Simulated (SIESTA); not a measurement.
Crystal: Lu.

```xyz
1
Lattice="-1.9541 1.9541 1.9541 1.9541 -1.9541 1.9541 1.9541 1.9541 -1.9541" Properties=species:S:1:pos:R:3 pbc="T T T"
Lu    0.0000    0.0000    0.0000
```

This isn't the form of Lu at room conditions, which is hcp.

```yaml
Program: SIESTA 5.4.2
Task: single point
Functional: PBE
Potentials_or_basis: PseudoDojo 0.4 standard (PBE files)
Basis: DZP (energy shift 0.003 Ry; two zetas on semicore shells)
Grid_cutoff: 500 Ry
Energy_shift: 0.003 Ry
k_mesh: 10 × 10 × 10
Occupations: fermi-dirac, width 0.05 eV
Spin: no spin polarisation
```

On this cell: pressure 0.1 GPa; band gap on the k mesh none (metal or under the smearing width).

The same run follows on a disturbed copy (cell strained at random at fixed volume):

```
Lu
1.0
    -1.96151    1.98599    1.95506
     1.97238   -1.98057    1.96051
     1.91614    1.93521   -1.94964
Lu
1
Direct
  0.00287 0.01056 0.00296
```

Q: What changes?

A: The energy (extrapolated to zero smearing) moves by +1.2 meV/atom; pressure 0.0 GPa; band gap on the k mesh none (metal or under the smearing width).

Stress tensor (GPa, compression positive):
```
-0.12  0.63 -0.17
 0.63  0.04 -0.08
-0.17 -0.08  0.05
```

Caveats: the basis of atomic orbitals isn't converged, which shifts pressures, moduli and gaps.
